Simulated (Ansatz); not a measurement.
# Deforming Mn

```
Mn
1.0
     0.00000    2.47574    2.47574
     2.47574    0.00000    2.47574
     2.47574    2.47574    0.00000
Mn
2
Direct
  0.00000 0.00000 0.00000
  0.25000 0.25000 0.25000
```

Atom numbers follow the list: Mn1, Mn2.

The structure comes from a relaxation in the same program, started in the diamond type, and has space group Fd-3m. Whether it is a known phase or the ground state wasn't checked.

The magnetic state is the one reached from the start moments; no search over orders was made, so it needn't be the ground state.

The calculation used DFT, PBE, all-electron LAPW, scalar-relativistic (Ansatz 0.2.0).

Numerical set-up: a Γ-centred 13×13×13 k mesh, Fermi–Dirac smearing of 0.05 eV, basis error target 0.5 meV/atom, spin-polarised from start moments Mn1 4, Mn2 4 μB.

The unchanged cell is at 8.20 GPa.

In a metal, stresses and small energies carry noise from the k mesh.

x, y and z are the Cartesian axes of the cell as listed; fractional coordinates follow a strain, and an engineering shear is twice the off-diagonal strain component.

With z strained by -1.5 % at fixed volume: energy change +66 meV/atom; stress change (xx, yy, zz, yz, xz, xy) -8.02, -8.02, -8.84, 0.00, 0.00, 0.00 GPa, compression positive.

Q: With this change (xy engineering shear strain of -2 %), what becomes of the energy and stress and forces?

A: Energy change +67 meV/atom; stress change (xx, yy, zz, yz, xz, xy) -8.20, -8.20, -8.21, 0.00, 0.00, -0.18 GPa, compression positive; change of the force on Mn2 (0.000, 0.000, 0.218) eV/Å.
